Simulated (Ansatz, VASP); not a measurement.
## BaZrO3 in VASP and in Ansatz

```
CELL_PARAMETERS angstrom
4.22673 0.00000 0.00000
0.00000 4.22673 0.00000
0.00000 0.00000 4.22673
ATOMIC_POSITIONS crystal
Ba 0.50000 0.50000 0.50000
Zr 0.00000 0.00000 0.00000
O 0.50000 0.00000 0.00000
O 0.00000 0.50000 0.00000
O 0.00000 0.00000 0.50000
```

Alike in both runs: functional PBE; k mesh 6 × 6 × 6; occupations gaussian, width 0.02 eV; no spin polarisation.

Ansatz relaxed the structure, and its values are those at the end. VASP's run is a single point on that final structure, the one shown.

|  | VASP | Ansatz |
| --- | --- | --- |
| version | VASP 6.6.1 | Ansatz 0.2.0 |
| potentials or method | VASP PAW PBE potentials, release 64 (Ba_sv, Zr_sv, O) | scalar-relativistic, plane waves, PAW |
| plane-wave cutoff (eV) | 520 | 420 |
| valence electrons in the cell | 40 | 40 |

|  | VASP | Ansatz | Ansatz less VASP |
| --- | --- | --- | --- |
| gap on the k mesh at the Fermi level (eV) | 3.13 | 3.18 | +0.047 |
| least direct gap on the mesh (eV) | 3.38 | 3.40 | +0.021 |
| pressure (GPa) | 1.0 | 0.1 | -0.94 |

Caveats: spin-orbit coupling is left out, which moves the levels of the heavy elements. A k mesh can miss the band edges. A hybrid or GW would open this gap; PBE tends to underestimate it.
